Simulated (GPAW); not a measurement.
Crystal: CdSe (Cadmoselite).

```
Cd Se
1.0
     4.30000    0.00000    0.00000
    -2.15000    3.72391    0.00000
     0.00000    0.00000    7.02000
Cd Se
2 2
Direct
  0.66667 0.33333 0.50000
  0.33333 0.66667 0.00000
  0.66667 0.33333 0.88500
  0.33333 0.66667 0.38500
```

```yaml
Program: GPAW 26.7.0
Task: relaxation of cell and atoms
Functional: r2SCAN
Potentials_or_basis: GPAW PAW data sets (gpaw-data 1.2.1)
Cutoff: 600 eV
Basis: pw
k_mesh: 5 × 5 × 3
Occupations: fermi-dirac, width 0.05 eV
Spin: no spin polarisation
```

At the start: pressure 1.5 GPa; volume 28.10 Å³/atom.

**Question.** Where does the relaxation end?

**Answer.** Over 5 steps the energy falls by 8.0 meV/atom and the volume is 28.82 Å³/atom (+2.6 %); space group P6_3mc (No. 186, to 0.05 Å).

The path:
```csv
step,energy change (eV),largest force (eV/Å),pressure (GPa),volume (Å³)
1,0.0000,0.2835,1.48,112.41
2,-0.0081,0.2429,1.29,112.72
3,-0.0310,0.0208,0.27,114.66
4,-0.0311,0.0160,0.24,114.72
5,-0.0319,0.0108,-0.02,115.30
```

Final structure:
```
Cd Se
1.0
     4.34595    0.00000    0.00000
    -2.17298    3.76371    0.00000
     0.00000    0.00000    7.04886
Cd Se
2 2
Direct
  0.66667 0.33333 0.50381
  0.33333 0.66667 0.00381
  0.66667 0.33333 0.88110
  0.33333 0.66667 0.38110
```

Caveat: later steps reuse the first step's grids; the PAW data sets were made with another functional, which shifts forces and pressure a little.
